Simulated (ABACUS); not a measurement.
# Sb (R-3m) in ABACUS: further runs, part 2 of 2

ABACUS 3.10.1.

### 3 Single point, r2SCAN

Input file INPUT:

```
INPUT_PARAMETERS
suffix              Sb
calculation         scf
basis_type          pw
pseudo_dir          ./
symmetry            1
dft_functional      MGGA_X_R2SCAN+MGGA_C_R2SCAN
ecutwfc             94
pseudo_rcut         10
nspin               1
nbands              25
ks_solver           dav
smearing_method     fd
smearing_sigma      0.00367493
scf_thr             1e-08
scf_nmax            100
mixing_type         broyden
mixing_beta         0.7
cal_force           1
cal_stress          1
mixing_tau          1
out_chg             1
kpar                4
```

Input file STRU:

```
ATOMIC_SPECIES
Sb 121.7600 Sb_ONCV_PBE-1.2.upf

LATTICE_CONSTANT
1.8897261246

LATTICE_VECTORS
2.1542000000 1.2437279499 3.7580000000
-2.1542000000 1.2437279499 3.7580000000
0.0000000000 -2.4874558998 3.7580000000

ATOMIC_POSITIONS
Direct

Sb
0.0
2
0.7665100000 0.7665100000 0.7665100000 1 1 1
0.2334900000 0.2334900000 0.2334900000 1 1 1
```

Input file KPT:

```
K_POINTS
0
Gamma
5 5 5 0 0 0
```

Potentials or basis: SG15 ONCV 1.2 PBE, plane waves.

On the command line:

```bash
$ OMP_NUM_THREADS=1 mpirun -np 4 abacus > log
```

running log:

```text
ABACUS v3.10.1

               Atomic-orbital Based Ab-initio Computation at UStc

 ------------------------------------------------------------------------------------

 READING GENERAL INFORMATION
                           global_out_dir = OUT.Sb/
                           global_in_card = INPUT
                               pseudo_dir = ./
                              orbital_dir =
                                    DSIZE = 4
                                    GSIZE = 1

 READING UNITCELL INFORMATION
                                    ntype = 1
                  lattice constant (Bohr) = 1.88973
              lattice constant (Angstrom) = 1

 READING ATOM TYPE 1
                               atom label = Sb
                      L=0, number of zeta = 1
                      L=1, number of zeta = 1
                      L=2, number of zeta = 1
             number of atom for this type = 2

                        TOTAL ATOM NUMBER = 2
DIRECT COORDINATES
    atom                   x                   y                   z     mag                  vx                  vy                  vz
taud_Sb1            0.7665100000        0.7665100000        0.7665100000  0.0000        0.0000000000        0.0000000000        0.0000000000
taud_Sb2            0.2334900000        0.2334900000        0.2334900000  0.0000        0.0000000000        0.0000000000        0.0000000000

                          Volume (Bohr^3) = 407.677
                             Volume (A^3) = 60.4114

 Lattice vectors: (Cartesian coordinate: in unit of a_0)
              +2.1542            +1.24373              +3.758
              -2.1542            +1.24373              +3.758
                   +0            -2.48746              +3.758
 Reciprocal vectors: (Cartesian coordinate: in unit of 2 pi/a_0)
            +0.232105           +0.134006          +0.0886997
            -0.232105           +0.134006          +0.0886997
                   +0           -0.268011          +0.0886997
 The esolver type has been set to : ksdft_pw

                PAO radial cut off (Bohr) = 10

 Read in pseudopotential file is Sb_ONCV_PBE-1.2.upf
                     pseudopotential type = NC
          exchange-correlation functional = PBE
                 nonlocal core correction = 0
                        valence electrons = 15
[... 180 lines left out ...]
 -------------------------------------------
                                 init_chg = atomic

 PW ALGORITHM --------------- ION=   1  ELEC=   1--------------------------------

 Notice: Threshold on eigenvalues was too large.
 hsover_error=0.3 > DRHO=0.020493
 Origin diag ethr = 0.01
 New diag ethr = 6.83099e-05

 Density error is 0.0202564344295
                          Error Threshold = 6.83098653011e-05
----------------------------------------------------------
     Energy           Rydberg                 eV
----------------------------------------------------------
 E_KohnSham     -280.6904840879      -3818.9899579738
 E_Harris       -279.3507743505      -3800.7622718793
 E_Fermi        0.8809211544         11.9855471891
----------------------------------------------------------
[... 63 lines left out ...]
 Density error is 5.24112622268e-09
                          Error Threshold = 4.86674041229e-10
----------------------------------------------------------
     Energy           Rydberg                 eV
----------------------------------------------------------
 E_KohnSham     -280.7631414101      -3819.9785115575
 E_KS(sigma->0) -280.7631044149      -3819.9780082120
 E_Harris       -280.7635174852      -3819.9836283216
 E_band         -20.3228065422       -276.5059683258
 E_one_elec     -90.8440290698       -1235.9964246273
 E_Hartree      56.2988645836        765.9853492668
 E_xc           -30.5089327444       -415.0953252231
 E_Ewald        -215.7089701890      -2934.8711042830
 E_entropy(-TS) -0.0000739904        -0.0010066909
 E_descf        0.0000000000         0.0000000000
 E_exx          0.0000000000         0.0000000000
 E_Fermi        0.8961734872         12.1930658219
----------------------------------------------------------

 charge density convergence is achieved
 final etot is -3819.9785116 eV
 EFERMI = 12.193065822 eV

 STATE ENERGY(eV) AND OCCUPATIONS    NSPIN == 1
 1/5 kpoint (Cartesian) = 0.0000 0.0000 0.0000 (6243 pws)
       1       -17.1466      0.0160000
       2       -17.1466      0.0160000
       3       -17.0300      0.0160000
       4       -17.0300      0.0160000
       5       -16.9937      0.0160000
       6       -16.8864      0.0160000
[... 125 lines left out ...]
      24        24.0074        0.00000
      25        25.4792        0.00000

------------------------------------------------------------------------------------------
 TOTAL-FORCE (eV/Angstrom)
------------------------------------------------------------------------------------------
                       Sb1         0.0000000000         0.0000000000         0.2846754727
                       Sb2         0.0000000000         0.0000000000        -0.2846754727
------------------------------------------------------------------------------------------

----------------------------------------------------------------
 TOTAL-STRESS (KBAR)
----------------------------------------------------------------
         3.1284658923         0.0000000000         0.0000000000
        -0.0000000000         3.1284658923         0.0000000000
         0.0000000000        -0.0000000000        -2.2176820284
----------------------------------------------------------------
 TOTAL-PRESSURE: 1.346417 KBAR

 --------------------------------------------
 !FINAL_ETOT_IS -3819.9785115574541123 eV
 --------------------------------------------
```

It took 90 s on 4 MPI ranks of Intel Xeon Platinum 8259CL at 2.50GHz (Skylake/Cascade Lake), shared host; peak memory 0.6 GiB.

What came out:

- Free energy: -3819.9785 eV
- Pressure: 0.1 GPa
- Largest force: 0.285 eV/Å
- Band gap on the k mesh: 0.40 eV, indirect (least direct gap 0.59 eV)

Forces on the atoms (eV/Å):
```
Sb   0.000  0.000  0.285
Sb   0.000  0.000 -0.285
```

Caveat: the potentials were made for another functional, which shifts forces and pressure; spin-orbit coupling is left out, which moves the levels of the heavy elements; an odd mesh through Γ misses points on the zone boundary, where band edges often lie.
